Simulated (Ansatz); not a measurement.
MgZn2O3 (P-3m1) from a database structure was relaxed with 4 functionals in the plane-wave code Ansatz, cell and atoms free, the symmetry of the start kept (meshes: PBE 12×12×4, r2SCAN 12×12×4, PBEsol 12×12×4, LDA 12×12×4). Calculated for a static, non-magnetic cell.

The PBE result:
```cif
data_structure
_symmetry_space_group_name_H-M 'P 1'
_symmetry_Int_Tables_number 1
_cell_length_a 3.0479
_cell_length_b 3.0479
_cell_length_c 7.4380
_cell_angle_alpha 90.000
_cell_angle_beta 90.000
_cell_angle_gamma 120.000
_cell_volume 59.84
loop_
_atom_site_label
_atom_site_type_symbol
_atom_site_fract_x
_atom_site_fract_y
_atom_site_fract_z
_atom_site_occupancy
Mg1 Mg 0.00000 0.00000 0.00000 1
Zn1 Zn 0.33333 0.66667 0.66864 1
Zn2 Zn 0.66667 0.33333 0.33136 1
O1 O 0.33333 0.66667 0.16055 1
O2 O 0.66667 0.33333 0.83945 1
O3 O 0.00000 0.00000 0.50000 1
```

The symmetry is P-3m1 (No. 164, trigonal); conventional cell a = 3.048 Å, c = 7.438 Å, 9.97 Å³ an atom. Mg is surrounded by 6 O at 2.13 Å; Zn is surrounded by 6 O at 2.16–2.17 Å; O is surrounded by 3 Mg at 2.13 Å and 3 Zn at 2.17 Å; O is surrounded by 6 Zn at 2.16 Å.

Q: How does the cell change with PBEsol?

A: a = 3.009 Å, c = 7.334 Å; the volume differs by -3.9 % from PBE's. Mg is surrounded by 6 O at 2.10 Å; Zn is surrounded by 6 O at 2.13–2.14 Å; O is surrounded by 3 Mg at 2.10 Å and 3 Zn at 2.14 Å (further sites aren't listed).

Q: What lattice does LDA give?

A: a = 2.972 Å, c = 7.241 Å; the volume differs by -7.5 % from PBE's. Mg has 6 O at 2.08 Å; Zn has 6 O at 2.10–2.11 Å; O has 3 Mg at 2.08 Å and 3 Zn at 2.11 Å (further sites aren't listed).

Q: Held at the r2SCAN cell, what mean stress do LDA and PBE find, and does its sign point to their own minimum?

A: Yes. LDA -6.66 GPa, and its relaxed volume is -3.6 % from r2SCAN's; PBE +7.17 GPa, and its relaxed volume is +4.2 % from r2SCAN's. Compression counts positive, so a positive stress asks for a larger cell.
